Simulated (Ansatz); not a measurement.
CaF2:
```xyz
3
Lattice="0.0000 2.7555 2.7555 2.7555 0.0000 2.7555 2.7555 2.7555 0.0000" Properties=species:S:1:pos:R:3 pbc="T T T"
Ca     0.0000     0.0000     0.0000
F      1.3777     1.3777     1.3777
F      4.1332     4.1332     4.1332
```

Relaxed with PBE.

**Question.** Give the optical modes at the zone centre with their infrared and Raman activity from DFPT, DFT-PBE in the program Ansatz with PAW potentials.

**Answer.** Transverse frequencies, without the LO–TO term; a row sums one degenerate level.

| ω (cm⁻¹) | degeneracy | IR ((D/Å)²/amu) | Raman (Å⁴/amu) | activity | symmetry |
|---|---|---|---|---|---|
| 228 | 3 | 19.85 | 0 | IR | T1u |
| 306 | 3 | 0.00 | 2.9 | Raman | T2g |

**Question.** How high does the top mode go among those that the LO–TO term moves?

**Answer.** 448 cm⁻¹ for q along x.

Space group Fm-3m (fluorite). The PBE relaxation kept the symmetry of its start; phonons on a q-mesh show no instability.

Potentials: the later of the program's two PAW sets.
